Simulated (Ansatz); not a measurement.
# BN: the cost of one run

Program: Ansatz 0.2.0. Level of theory: DFT LDA+D3(BJ), scalar-relativistic, plane waves, PAW. These are calculated values, not measurements.

39 further runs of the same task are left out: 39 set aside as unsound or not needed.

### Step 1. The system as given

The structure is trigonal, space group R3m (No. 160). Conventional cell: a = 2.482 Å, b = 2.482 Å, c = 8.944 Å, α = 90.00°, β = 90.00°, γ = 120.00°. Around B (site symmetry 3m) lie 3 N at 1.43 Å. N (site symmetry 3m) has 3 B at 1.43 Å as nearest neighbours.

Coordinates:

```
CELL_PARAMETERS angstrom
1.24091 0.71644 2.98143
-1.24091 0.71644 2.98143
0.00000 -1.43288 2.98143
ATOMIC_POSITIONS crystal
B 0.00004 0.00004 0.00004
N 0.33240 0.33240 0.33240
```

It goes back to an entry of the Materials Project, which need not be the stable form.

It is the result of an earlier relaxation at this level (volume 7.95 Å³/atom; gap on the mesh: 3.78 eV).

### Step 2. Plan of the line

The energy is mapped over a normal mode and a strain (zone-centre modes of the cell shown).

First coordinate, amplitude of mode 4 (733 cm⁻¹), largest displacement in the unstrained cell: 11 values from −0.126 Å. Second coordinate, equal normal strain along x and y: 7 values from −4.00 %.

Nothing else is relaxed (the pattern is fixed in fractional coordinates). Energies count from the relaxed high-symmetry cell. Points are written as (first, second).

The modes come from a phonon run on the reference cell, made beforehand.

The patterns, per unit of each coordinate (Å):

```
atom     x1     y1      z1
  B1  0.000  0.000   1.000
  N2  0.000  0.000  -0.772
```

### Step 3. Point (0.025 Å, −4.00 %)

Contents of input.yaml:

```yaml
crystal:
  lattice:
    - [1.1912758815, 0.6877834508, 2.9814331897]
    - [-1.1912758815, 0.6877834508, 2.9814331897]
    - [0.0, -1.3755669017, 2.9814331897]
  atoms:
    - { symbol: B, position: [0.0028543481, 0.0028543481, 0.0028543481] }
    - { symbol: "N", position: [0.3302217122, 0.3302217122, 0.3302217122] }
basis:
  ecutwfc: 520.0
kpoints:
  mp_grid: { grid: [12, 12, 12] }
hamiltonian:
  xc: lda
  pseudopotentials: { kind: paw, azcp: { folder: soft_1 } }
  dispersion: d3bj
scf:
  occupations: { method: gaussian, width: 0.05 }
output:
  forces: true
  stress: true
  eigenvalues: true
```

On the command line:

```sh
$ ansatz run input.yaml --threads 1 --pin off --max-ram 2048MiB --backend cpu --events-out ev --progress --plain --runs-dir out
```

Q: Estimate wall time and peak memory on 1 thread of Intel Xeon 6975P-C (Granite Rapids), shared host.

About 2.3 s, with a peak of 0.37 GiB.
